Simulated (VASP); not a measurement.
# NaI (Fm-3m) in VASP: a series of runs

Runs on NaI. Level: PBE. Tasks: relaxation of the atoms.

Everything below comes from runs of VASP 6.6.1. Logs are shortened: lines on timing, memory, paths and dates and some standing lists are left out, and cuts for length are marked.

## 1. The undisturbed crystal

It takes space group Fm-3m (No. 225, cubic). Conventional cell: a = 6.473 Å, b = 6.473 Å, c = 6.473 Å, α = 90.00°, β = 90.00°, γ = 90.00°. Around Na (site symmetry m-3m) lie 6 I at 3.24 Å. I (site symmetry m-3m) is surrounded by 6 Na at 3.24 Å.

## 2. Relaxation of the atoms, PBE (a relaxed cell with its volume scaled by 1.04)

INCAR

```
SYSTEM = NaI
PREC     = Accurate       ! precision mode
ENCUT    = 300            ! plane-wave cutoff, eV
EDIFF    = 1E-7           ! SCF threshold, eV
ISMEAR   = 0              ! smearing method
SIGMA    = 0.03           ! smearing width, eV
LREAL    = .FALSE.        ! projectors in reciprocal space
LASPH    = .TRUE.         ! aspherical terms in the spheres
NELM     = 80             ! most SCF steps
ALGO     = Normal         ! electronic algorithm
ISIF     = 2              ! what is computed and relaxed
LWAVE    = .FALSE.        ! write WAVECAR
LCHARG   = .FALSE.        ! write CHGCAR
GGA      = PE             ! functional
IBRION   = 2              ! ionic algorithm
NSW      = 40             ! ionic steps
EDIFFG   = -0.01          ! ionic threshold
```

KPOINTS

```
Automatic mesh
0
G
  4 4 4
  0 0 0
```

POSCAR

```
NaI                                     
1.0
    0.0000000000      3.2978574277      3.2978574277
    3.2978574277      0.0000000000      3.2978574277
    3.2978574277      3.2978574277      0.0000000000
  Na              I             
     1     1
Direct
     0.0000000000000000    0.0000000000000000    0.0000000000000000
     0.5000000000000000    0.5000000000000000    0.5000000000000000
```

Potentials or basis: VASP PAW PBE potentials, release 64 (Na, I).

On the command line:

```
$ cat potpaw_PBE.64/Na/POTCAR potpaw_PBE.64/I/POTCAR > POTCAR
$ mpirun -np 1 vasp_std > vasp.out
```

OUTCAR:

```text
SYSTEM = NaI
   PREC = Accurate
   ENCUT = 300
   EDIFF = 1E-7
   ISMEAR = 0
   LREAL = .FALSE.
   LASPH = .TRUE.
   NELM = 80
   ISIF = 2
   GGA = PE
   IBRION = 2
   NSW = 40
   EDIFFG = -0.01

 ion  position               nearest neighbor table
   1  0.000  0.000  0.000-   2 3.30   2 3.30   2 3.30   2 3.30   2 3.30   2 3.30
   2  0.500  0.500  0.500-   1 3.30   1 3.30   1 3.30   1 3.30   1 3.30   1 3.30

  LATTYP: Found a face centered cubic cell.
 ALAT       =     6.5957148554

  Lattice vectors:

 A1 = (   0.0000000000,   3.2978574277,   3.2978574277)
 A2 = (   3.2978574277,   0.0000000000,   3.2978574277)
 A3 = (   3.2978574277,   3.2978574277,   0.0000000000)

Analysis of symmetry for initial positions (statically):
=====================================================================
 Subroutine PRICEL returns:
 Original cell was already a primitive cell.

 Routine SETGRP: Setting up the symmetry group for a
 face centered cubic supercell.

 Subroutine GETGRP returns: Found 48 space group operations
 (whereof 48 operations were pure point group operations)
 out of a pool of 48 trial point group operations.

The static configuration has the point symmetry O_h .

Analysis of symmetry for dynamics (positions and initial velocities):
=====================================================================
 Subroutine PRICEL returns:
 Original cell was already a primitive cell.

 Routine SETGRP: Setting up the symmetry group for a
 face centered cubic supercell.

 Subroutine GETGRP returns: Found 48 space group operations
 (whereof 48 operations were pure point group operations)
 out of a pool of 48 trial point group operations.

The dynamic configuration has the point symmetry O_h .

 Subroutine INISYM returns: Found 48 space group operations
 (whereof 48 operations are pure point group operations),
 and found     1 'primitive' translations

----------------------------------------------------------------------------------------

                                     Primitive cell

  volume of cell :      71.7341

  direct lattice vectors                    reciprocal lattice vectors
     0.000000000  3.297857428  3.297857428    -0.151613589  0.151613589  0.151613589
     3.297857428  0.000000000  3.297857428     0.151613589 -0.151613589  0.151613589
[... 73 lines left out ...]
   NFREE  =      1    steps in history (QN), initial steepest desc. (CG)
   ISIF   =      2    stress and relaxation
   ISYM   =      2    0-nonsym 1-usesym 2-fastsym
   POTIM  = 0.5000    time-step for ionic-motion
   TEBEG  =    0.0;   TEEND  =   0.0 temperature during run
   PSTRESS=    0.0 pullay stress
   NELECT =       8.0000    total number of electrons
   NUPDOWN=      -1.0000    fix difference up-down
   EMIN   =  10.00;   EMAX   =-10.00  energy-range for DOS
   EFERMI =   0.00;   METHOD = LEGACY
   ISMEAR =     0;   SIGMA  =   0.03  broadening in eV -4-tet -1-fermi 0-gaus
   EFERMI_NEDOS =   21; number of points for ismear=-14 and -15
   IALGO  =     38    algorithm
   IMIX   =      4    mixing-type and parameters
     AMIX     =   0.40;   BMIX     =  1.00
     AMIX_MAG =   1.60;   BMIX_MAG =  1.00
  volume/ion in A,a.u.               =      35.87       242.04
  Fermi-wavevector in a.u.,A,eV,Ry     =   0.788006  1.489116  8.448588  0.620954
  Thomas-Fermi vector in A             =   1.892861
   LORBIT       =      0    0 simple, 1 ext, 2 COOP (PROOUT), +10 PAW based schemes
   GGA     = PE    functional components
   LHFCALC =     F    Hartree Fock is set to
   AEXX    =    0.0000 exact exchange contribution
   IVDW    =     0    specifies the selected vdW correction
   LEPSILON=     F    determine dielectric tensor
   LRPA    =     F    only Hartree local field effects (RPA)
 conjugate gradient relaxation of ions
 non-spin polarized calculation
 Gauss-broadening in eV      SIGMA  =   0.03
  energy-cutoff  :      300.00
  volume of cell :       71.73
 maximum number of plane-waves:       869
 NGX is ok and might be reduce to    28
   NGX = 13   NGY = 13   NGZ = 13

 number of electron       7.9999998 magnetization

 Free energy of the ion-electron system (eV)
  ---------------------------------------------------
  ext. energy  EPLUGINS =         0.00000000
  ---------------------------------------------------
  free energy    TOTEN  =        -5.39316104 eV

  energy without entropy =       -5.39316104  energy(sigma->0) =       -5.39316104

 E-fermi :   0.7240     XC(G=0):  -7.3522

 val. band max:        0.5622513124   @ k =   0.0000   0.0000   0.0000
 cond. band min:       4.0497190092   @ k =   0.0000   0.0000   0.0000
 fundamental gap:      3.4874676968
 Fermi energy:         0.7240385716

 k-point     1 :       0.0000    0.0000    0.0000
  band No.  band energies     occupation
      1     -10.3158      2.00000
      2       0.5623      2.00000
      3       0.5623      2.00000
      4       0.5623      2.00000
      5       4.0497      0.00000
      6       8.4841      0.00000
      7       8.4841      0.00000
      8       8.4841      0.00000
[... 67 lines left out ...]
 k-point     8 :      -0.2500    0.5000    0.2500
  band No.  band energies     occupation
      1      -9.9815      2.00000
      2      -0.7136      2.00000
      3      -0.7136      2.00000
      4      -0.2768      2.00000
      5       6.2340      0.00000
      6       7.9668      0.00000
      7       7.9668      0.00000
      8       8.3015      0.00000

------------------------ aborting loop because EDIFF is reached ----------------------------------------

  FORCE on cell =-STRESS in cart. coord.  units (eV):
  Direction    XX          YY          ZZ          XY          YZ          ZX
  --------------------------------------------------------------------------------------
  -------------------------------------------------------------------------------------
  Total       -0.2469542     -0.2469542     -0.2469542      0.0000000      0.0000000     -0.0000000
  in kB       -5.5157098     -5.5157098     -5.5157098      0.0000000      0.0000000     -0.0000000
  external PRESSURE =      -5.5157098 kB  Pullay stress =       0.0000000 kB

 VOLUME and BASIS-vectors are now :
 -----------------------------------------------------------------------------
  energy-cutoff  :      300.00
  volume of cell :       71.73
      direct lattice vectors                 reciprocal lattice vectors
     0.000000000  3.297857428  3.297857428    -0.151613589  0.151613589  0.151613589
     3.297857428  0.000000000  3.297857428     0.151613589 -0.151613589  0.151613589
     3.297857428  3.297857428  0.000000000     0.151613589  0.151613589 -0.151613589

 POSITION                                       TOTAL-FORCE (eV/Angst)
 -----------------------------------------------------------------------------------
      0.00000      0.00000      0.00000        -0.000000     -0.000000      0.000000
      3.29786      3.29786      3.29786         0.000000      0.000000     -0.000000
 -----------------------------------------------------------------------------------
    total drift:                                0.000000      0.000000      0.000000

  FREE ENERGIE OF THE ION-ELECTRON SYSTEM (eV)
  ---------------------------------------------------
  free  energy   TOTEN  =        -5.3931610414 eV

  energy  without entropy=       -5.3931610414  energy(sigma->0) =       -5.39316104

 reached required accuracy - stopping structural energy minimisation
```

OSZICAR:

```text
N       E                     dE             d eps       ncg     rms          rms(c)
DAV:   1     0.268272474252E+02    0.26827E+02   -0.22280E+03   128   0.454E+02
DAV:   2    -0.409780494979E+01   -0.30925E+02   -0.29408E+02   168   0.894E+01
DAV:   3    -0.545438751338E+01   -0.13566E+01   -0.13566E+01   176   0.256E+01
DAV:   4    -0.547284540728E+01   -0.18458E-01   -0.18458E-01   168   0.305E+00
DAV:   5    -0.547362470122E+01   -0.77929E-03   -0.77929E-03   176   0.370E-01    0.155E+00
DAV:   6    -0.540292711914E+01    0.70698E-01   -0.13206E-01   144   0.165E+00    0.111E+00
DAV:   7    -0.539120932712E+01    0.11718E-01   -0.99619E-02   152   0.153E+00    0.624E-01
DAV:   8    -0.539315714355E+01   -0.19478E-02   -0.66084E-03   128   0.557E-01    0.157E-01
DAV:   9    -0.539314291990E+01    0.14224E-04   -0.12223E-04   176   0.822E-02    0.677E-02
DAV:  10    -0.539316329739E+01   -0.20377E-04   -0.69726E-05   144   0.500E-02    0.282E-02
DAV:  11    -0.539316066458E+01    0.26328E-05   -0.12168E-05   152   0.153E-02    0.577E-03
DAV:  12    -0.539316103723E+01   -0.37265E-06   -0.74134E-07   152   0.542E-03    0.237E-03
DAV:  13    -0.539316104139E+01   -0.41599E-08   -0.18731E-08    96   0.923E-04
   1 F= -.53931610E+01 E0= -.53931610E+01  d E =-.539316E+01
```

Wall time 3.6 s (1 thread of Intel Xeon Platinum 8488C (Sapphire Rapids), shared host); peak memory 0.14 GiB.

Results:

| Item | Value |
| --- | --- |
| Free energy | -5.3932 eV |
| Pressure after relaxing | -0.6 GPa |
| Band gap on the k mesh | 3.49 eV, direct |

Final structure:
```
Na I
1.0
     0.00000    3.29786    3.29786
     3.29786    0.00000    3.29786
     3.29786    3.29786    0.00000
Na I
1 1
Direct
  0.00000 0.00000 0.00000
  0.50000 0.50000 0.50000
```

Caveat: the relaxation stopped at its first step, so nothing moved; spin-orbit coupling is left out, which moves the levels of the heavy elements.

## 3. Relaxation of the atoms, PBE (a relaxed cell with its volume scaled by 1.06)

INCAR is that of step 2.

KPOINTS is that of step 2.

POSCAR

```
NaI                                     
1.0
    0.0000000000      3.3188634553      3.3188634553
    3.3188634553      0.0000000000      3.3188634553
    3.3188634553      3.3188634553      0.0000000000
  Na              I             
     1     1
Direct
     0.0000000000000000    0.0000000000000000    0.0000000000000000
     0.5000000000000000    0.5000000000000000    0.5000000000000000
```

Potentials or basis: VASP PAW PBE potentials, release 64 (Na, I).

On the command line:

```
$ cat potpaw_PBE.64/Na/POTCAR potpaw_PBE.64/I/POTCAR > POTCAR
$ mpirun -np 1 vasp_std > vasp.out
```

Wall time 3.7 s (1 thread of Intel Xeon Platinum 8488C (Sapphire Rapids), shared host); peak memory 0.14 GiB.

It converged, with:

```
Free energy             : -5.3874 eV
Pressure after relaxing : -0.8 GPa
Band gap on the k mesh  : 3.44 eV, direct
```

Final structure:
```xyz
2
Lattice="0.0000 3.3189 3.3189 3.3189 0.0000 3.3189 3.3189 3.3189 0.0000" Properties=species:S:1:pos:R:3 pbc="T T T"
Na    0.0000    0.0000    0.0000
I     3.3189    3.3189    3.3189
```

Levels at points of the mesh, in eV from the valence-band top:
| k point | band 2 | band 3 | band 4 | band 5 | band 6 | band 7 |
| --- | --- | --- | --- | --- | --- | --- |
| (0.00, 0.00, 0.00) | 0.00 | 0.00 | 0.00 | 3.44 | 7.92 | 7.92 |
| (0.50, 0.00, 0.00) | -1.93 | -0.24 | -0.24 | 5.06 | 7.35 | 7.35 |
| (0.50, 0.50, 0.00) | -1.68 | -0.65 | -0.65 | 4.41 | 5.68 | 9.38 |

Caveat: the relaxation stopped at its first step, so nothing moved; spin-orbit coupling is left out, which moves the levels of the heavy elements.
